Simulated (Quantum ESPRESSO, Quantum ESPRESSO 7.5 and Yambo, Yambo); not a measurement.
# PbS (Galena): a self-consistent loop beyond G0W0, cycle by cycle

Wanted: G0W0 and self-consistent gaps of PbS (Galena), with the cost of the cycles.

Program: Quantum ESPRESSO 7.5 and Yambo 5.3.0. Level of theory: PBE and many-body steps on it, plane waves. Results are calculated unless marked as measured.

Report form: the programs' logs are mostly left out.

The database entry behind the starting cell differs from later determinations by our own check (about 0.1 % short), so it need not match the best structure at ambient conditions.

### 1. The structure

The structure is cubic, space group Fm-3m (No. 225). Conventional cell: a = 5.931 Å, b = 5.931 Å, c = 5.931 Å, α = 90.00°, β = 90.00°, γ = 90.00°. Nearest to Pb lie 6 S at 2.97 Å. S has 6 Pb at 2.97 Å nearest. Farther neighbours and most contacts between anions are not listed.

The cell and positions come from the Crystallography Open Database and are kept as given unless a step says otherwise. Spin-orbit coupling is left out unless a step names it.

### 2. Empty states on the mesh, 4×4×4 mesh, 90 bands

This step: Quantum ESPRESSO 7.5; DFT, PBE, plane waves, norm-conserving pseudopotentials.

The sums over transitions need many empty states on a uniform mesh; this step solves for them.

pw.in

```
&control
  calculation = 'nscf'
  prefix = 'x'
  outdir = 'o'
  pseudo_dir = 'pseudo'
/
&system
  ibrav = 0
  nat = 2
  ntyp = 2
  ecutwfc = 76.0
  nbnd = 90
  force_symmorphic = .true.
/
&electrons
  conv_thr = 1e-9
  electron_maxstep = 80
  diago_full_acc = .true.
  diago_thr_init = 5e-6
/
ATOMIC_SPECIES
  Pb 207.2 Pb.upf
  S 32.06 S.upf
CELL_PARAMETERS angstrom
  0.0000000000 2.9657500000 2.9657500000
  2.9657500000 -0.0000000000 2.9657500000
  2.9657500000 2.9657500000 0.0000000000
ATOMIC_POSITIONS crystal
  Pb 0.0000000000 0.0000000000 0.0000000000
  S 0.5000000000 0.5000000000 0.5000000000
K_POINTS automatic
  4 4 4 0 0 0
```

The run is started by

```
$ OMP_NUM_THREADS=1 mpirun -n 4 pw.x -nk 4 -in pw.in > pw.out
```

Run time: 6.8 s. Hardware: 4 MPI ranks of Arm Neoverse V1, shared host; peak memory 0.32 GiB.

Numbers from this step:

```
gap                                                           : 0.3682 eV
k of the valence top                                          : 0, 0, -0.5
k of the conduction bottom                                    : 0, 0, -0.5
least direct gap                                              : 0.3682 eV
k points computed                                             : 8
lowest point of the top converged band, above the valence top : 63.8955 eV
```

On this mesh the gap is 0.368 eV.

The density comes from a self-consistent run that is not shown.

### 3. Conversion and set-up

This step: Yambo 5.3.0; conversion and set-up on PBE, plane waves, norm-conserving pseudopotentials.

The states are converted to the many-body program's format and the q mesh is built.

The run is started by

```
$ (cd o/x.save; p2y > p2y.log; mv SAVE ../..); yambo > setup.log
```

The job ended after 2.7 s (1 MPI rank; peak memory 0.25 GiB).

### 4. G0W0

Now the one-shot GW correction: screening in the RPA, then the self-energy of the levels asked for.

This step: G0W0 on PBE, plane waves, norm-conserving pseudopotentials.

gw1.in

```
HF_and_locXC
gw0
dyson
ppa
em1d
rim_cut
RandQpts= 1000000
RandGvec= 1 RL
EXXRLvcs= 76 Ry
VXCRLvcs= 304 Ry
Chimod= "HARTREE"
% BndsRnXp
 1 | 90 |
%
NGsBlkXp= 11 Ry
% LongDrXp
 1 | 1 | 1 |
%
% GbndRnge
 1 | 90 |
%
DysSolver= "n"
ExtendOut
PPAPntXp= 27.21138 eV
% QPkrange
 3 | 3 | 13 | 16 |
 1 | 1 | 13 | 16 |
%
```

The run is started by

```
$ OMP_NUM_THREADS=1 mpirun -n 4 yambo -F gw1.in -J gw1 -C gw1 > gw1.log
```

The job ended after 72 s (4 MPI ranks; peak memory 1.6 GiB; 4.7 min of CPU time).

This step gave:

```
G0W0 gap on the points computed              : 0.5477 eV
starting gap on the mesh                     : 0.3682 eV
k of the valence top                         : 0, 0, -0.5
k of the conduction bottom                   : 0, 0, -0.5
least direct G0W0 gap on the computed points : 0.5477 eV
Z at the valence top                         : 0.7863
Z at the conduction bottom                   : 0.8091
```

The gap on the mesh goes from 0.37 eV to 0.55 eV, a correction of +0.18 eV.

### 5. evGW0, cycle 1

This step: evGW0 on PBE, plane waves, norm-conserving pseudopotentials.

gw3.in, as its differences from gw1.in of step 4:

```diff
@@ -25,4 +25,4 @@
 % QPkrange
- 3 | 3 | 13 | 16 |
- 1 | 1 | 13 | 16 |
+ 1 | 8 | 10 | 18 |
 %
+GfnQPdb= "E < ./gw2/ndb.QP"
```

The run is started by

```
$ OMP_NUM_THREADS=1 mpirun -n 4 yambo -F gw3.in -J gw3,gw1_W -C gw3 > gw3.log
```

Wall time 4.9 min (4 MPI ranks); peak memory 1.7 GiB; 19 min of CPU time.

This step gave:

- quasiparticle gap on the mesh: 0.5740 eV
- gap of the density functional on the mesh: 0.3682 eV
- k of the valence top: 0, 0, -0.5
- k of the conduction bottom: 0, 0, -0.5
- least direct quasiparticle gap on the computed points: 0.5740 eV
- Z at the valence top: 0.7886
- Z at the conduction bottom: 0.8124

Against G0W0 in Yambo (4×4×4 mesh, 90 bands, screening to 149.7 eV, Godby-Needs plasmon pole), the gap moves by +0.026 eV.

The program's own table gives 0.608 eV, which is too large where the input levels are shifted: this version takes Σc at the unshifted level E₀, yet steps from the shifted one. The value above is the Newton step from E₀, E₀ + Z(Σc + Σx − Vxc), rebuilt from the printed columns.

### 6. evGW0, cycle 2

The corrected levels of the last cycle go back in.

gw4.in, as its differences from gw3.in of step 5:

```diff
@@ -27,2 +27,2 @@
 %
-GfnQPdb= "E < ./gw2/ndb.QP"
+GfnQPdb= "E < ./gw3_fix/ndb.QP"
```

The run is started by

```
$ OMP_NUM_THREADS=1 mpirun -n 4 yambo -F gw4.in -J gw4,gw1_W -C gw4 > gw4.log
```

The job ended after 4.9 min (4 MPI ranks; peak memory 1.7 GiB).

This step gave:

```yaml
quasiparticle_gap_on_the_mesh: 0.5772 eV
gap_of_the_density_functional_on_the_mesh: 0.3682 eV
k_of_the_valence_top: 0, 0, -0.5
k_of_the_conduction_bottom: 0, 0, -0.5
least_direct_quasiparticle_gap_on_the_computed_points: 0.5772 eV
```

Against the cycle before, the gap moves by +0.003 eV.

The program's own table gives 0.616 eV, which is too large where the input levels are shifted: this version takes Σc at the unshifted level E₀, yet steps from the shifted one. The value above is the Newton step from E₀, E₀ + Z(Σc + Σx − Vxc), rebuilt from the printed columns.

### 7. evGW, cycle 1

This step: evGW on PBE, plane waves, norm-conserving pseudopotentials.

gw5.in, as its differences from gw4.in of step 6:

```diff
@@ -27,2 +27,3 @@
 %
-GfnQPdb= "E < ./gw3_fix/ndb.QP"
+GfnQPdb= "E < ./gw2/ndb.QP"
+XfnQPdb= "E < ./gw2/ndb.QP"
```

The run is started by

```
$ OMP_NUM_THREADS=1 mpirun -n 4 yambo -F gw5.in -J gw5 -C gw5 > gw5.log
```

Run time: 5.5 min. Hardware: 4 MPI ranks; peak memory 1.7 GiB.

Numbers from this step:

- quasiparticle gap on the mesh: 0.6226 eV
- gap of the density functional on the mesh: 0.3682 eV
- k of the valence top: 0, 0, -0.5
- k of the conduction bottom: 0, 0, -0.5
- least direct quasiparticle gap on the computed points: 0.6226 eV

Against G0W0 in Yambo (4×4×4 mesh, 90 bands, screening to 149.7 eV, Godby-Needs plasmon pole), the gap moves by +0.075 eV.

The program's own table gives 0.655 eV, which is too large where the input levels are shifted: this version takes Σc at the unshifted level E₀, yet steps from the shifted one. The value above is the Newton step from E₀, E₀ + Z(Σc + Σx − Vxc), rebuilt from the printed columns.

### 8. evGW, cycle 2

gw6.in, as its differences from gw5.in of step 7:

```diff
@@ -27,3 +27,3 @@
 %
-GfnQPdb= "E < ./gw2/ndb.QP"
-XfnQPdb= "E < ./gw2/ndb.QP"
+GfnQPdb= "E < ./gw5_fix/ndb.QP"
+XfnQPdb= "E < ./gw5_fix/ndb.QP"
```

The run is started by

```
$ OMP_NUM_THREADS=1 mpirun -n 4 yambo -F gw6.in -J gw6 -C gw6 > gw6.log
```

The job ended after 5.5 min (4 MPI ranks; peak memory 1.7 GiB).

Numbers from this step:

- quasiparticle gap on the mesh: 0.6429 eV
- gap of the density functional on the mesh: 0.3682 eV
- k of the valence top: 0, 0, -0.5
- k of the conduction bottom: 0, 0, -0.5
- least direct quasiparticle gap on the computed points: 0.6429 eV

Against the cycle before, the gap moves by +0.020 eV.

The program's own table gives 0.688 eV, which is too large where the input levels are shifted: this version takes Σc at the unshifted level E₀, yet steps from the shifted one. The value above is the Newton step from E₀, E₀ + Z(Σc + Σx − Vxc), rebuilt from the printed columns.

### 9. evGW, cycle 3

gw7.in, as its differences from gw6.in of step 8:

```diff
@@ -27,3 +27,3 @@
 %
-GfnQPdb= "E < ./gw5_fix/ndb.QP"
-XfnQPdb= "E < ./gw5_fix/ndb.QP"
+GfnQPdb= "E < ./gw6_fix/ndb.QP"
+XfnQPdb= "E < ./gw6_fix/ndb.QP"
```

The run is started by

```
$ OMP_NUM_THREADS=1 mpirun -n 4 yambo -F gw7.in -J gw7 -C gw7 > gw7.log
```

It took 5.5 min on 4 MPI ranks; peak memory 1.7 GiB.

Numbers from this step:

- quasiparticle gap on the mesh: 0.6485 eV
- gap of the density functional on the mesh: 0.3682 eV
- k of the valence top: 0, 0, -0.5
- k of the conduction bottom: 0, 0, -0.5
- least direct quasiparticle gap on the computed points: 0.6485 eV

Against the cycle before, the gap moves by +0.006 eV.

The program's own table gives 0.697 eV, which is too large where the input levels are shifted: this version takes Σc at the unshifted level E₀, yet steps from the shifted one. The value above is the Newton step from E₀, E₀ + Z(Σc + Σx − Vxc), rebuilt from the printed columns.

### 10. The runs together

Times are wall times on 4 MPI ranks of Arm Neoverse V1, shared host, good to a factor of about two.

```csv
run,mesh,bands,screening cutoff (eV),DFT gap (eV),gap on the mesh (eV),direct (eV),time
G0W0,4×4×4,90,149.7,0.368,0.548,0.548,72 s
"evGW0, cycle 1",4×4×4,90,149.7,0.368,0.574,0.574,4.9 min
"evGW0, cycle 2",4×4×4,90,149.7,0.368,0.577,0.577,4.9 min
"evGW, cycle 1",4×4×4,90,149.7,0.368,0.623,0.623,5.5 min
"evGW, cycle 2",4×4×4,90,149.7,0.368,0.643,0.643,5.5 min
"evGW, cycle 3",4×4×4,90,149.7,0.368,0.648,0.648,5.5 min
```

### 11. Outcome

```
G0W0           : 0.548 eV
evGW0, cycle 1 : 0.574 eV
evGW0, cycle 2 : 0.577 eV
evGW, cycle 1  : 0.623 eV
evGW, cycle 2  : 0.643 eV
evGW, cycle 3  : 0.648 eV
known limits   : not at the basis limit; model gap, bands may invert with spin-orbit coupling; no spin-orbit coupling; coarse k mesh
```

evGW0 ends at 0.58 eV, +0.03 eV from G0W0, after 2 cycles that took 9.7 min beside the first screening; the last moved the gap by 0.003 eV. evGW ends at 0.65 eV, +0.10 eV from G0W0, after 3 cycles that took 17 min beside the first screening; the last moved the gap by 0.006 eV. Bands and cutoff are finite, so the gap is not at the basis limit. The miss can reach some tenths of an eV and take either sign; the mesh is an error of its own. The 4×4×4 mesh is coarse for this cell, which bears on the long-range parts of exchange and screening. Where an edge is built on 6p states of lead, bismuth or thallium, scalar-relativistic gaps usually stand too wide, by a few tenths to over one eV. With atoms this heavy and so narrow a gap, spin-orbit coupling can invert the bands. These scalar-relativistic gaps are then model values, not to be set against experiment, and a spin-orbit change taken from DFT can't simply be added.

[Paths, hosts, dates, memory and timing lines, banners, echoed tables and standing remarks are left out of the program output.]

[Logs are printed without paths, hosts, clocks, repeated set-up lines and the standing remarks that a program may print on its own settings, such as how far it seeks lower states.]

[Runs of the session that timed out or met a known fault of the program may be left out.]

[Hosts, paths, dates, database ids (printed as entryN), source tags and the programs' standing remarks are cut or masked in the printed files.]
